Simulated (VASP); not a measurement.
K: relaxation of cell and atoms with PBE

The system is K.

```xyz
1
Lattice="0.0000 2.5240 2.5240 2.5240 0.0000 2.5240 2.5240 2.5240 0.0000" Properties=species:S:1:pos:R:3 pbc="T T T"
K     0.0000    0.0000    0.0000
```

This isn't the form of K at room conditions, which is bcc.

| Item | Value |
| --- | --- |
| Program | VASP 6.6.1 |
| Task | relaxation of cell and atoms |
| Functional | PBE |
| Potentials or basis | VASP PAW PBE potentials, release 64 (K_sv) |
| Cutoff | 520 eV |
| k mesh | 15 × 15 × 15 |
| Occupations | gaussian, width 0.1 eV |
| Spin | no spin polarisation |
| Further INCAR settings | ALGO = Normal; EDIFF = 1e-06; IBRION = 2; EDIFFG = -0.01; NSW = 90; ISIF = 3 |

```yaml
Relaxed_volume: 71.06 Å³/atom
Relaxed_cell: a = 4.649 Å, b = 4.649 Å, c = 4.649 Å, α = 60.00°, β = 60.00°, γ = 60.00°
Space_group_after_relaxing_to_0.05_Å: Fm-3m (No. 225)
Energy_gained_by_relaxing: 901.9 meV/atom
Ionic_steps: 5
Pressure_after_relaxing: 0.0 GPa
Band_gap_on_the_k_mesh: none (metal or under the smearing width)
```

The path:
| step | energy change (eV) | largest force (eV/Å) | pressure (GPa) | volume (Å³) |
| --- | --- | --- | --- | --- |
| 1 | 0.0000 | 0.0000 | 13.00 | 32.16 |
| 2 | -0.6669 | 0.0000 | 4.13 | 45.90 |
| 3 | -0.8696 | 0.0000 | 1.05 | 59.87 |
| 4 | -0.8992 | 0.0000 | 0.25 | 67.70 |
| 5 | -0.9019 | 0.0000 | 0.02 | 71.06 |

Final structure:
```cif
data_structure
_symmetry_space_group_name_H-M 'P 1'
_symmetry_Int_Tables_number 1
_cell_length_a 4.6492
_cell_length_b 4.6492
_cell_length_c 4.6492
_cell_angle_alpha 60.000
_cell_angle_beta 60.000
_cell_angle_gamma 60.000
_cell_volume 71.06
loop_
_atom_site_label
_atom_site_type_symbol
_atom_site_fract_x
_atom_site_fract_y
_atom_site_fract_z
_atom_site_occupancy
K1 K 0.00000 0.00000 0.00000 1
```

Levels at points of the mesh, in eV from the Fermi level:
| k point | band 2 | band 3 | band 4 | band 5 | band 6 | band 7 | band 8 |
| --- | --- | --- | --- | --- | --- | --- | --- |
| (0.00, 0.00, 0.00) | -15.56 | -15.56 | -15.56 | -2.21 | 4.24 | 4.24 | 4.24 |

Wall time 74 s on 1 thread of Intel(R) Xeon(R) 6975P-C (Granite Rapids), on a shared host, peak memory 0.17 GiB.

Caveat: the volume moved by over 15 % at a fixed basis, so the end points are rough; the volume moved by +121 % from the deposited cell, more than functionals usually miss. PBE usually gives volumes a little too large and moduli too small.
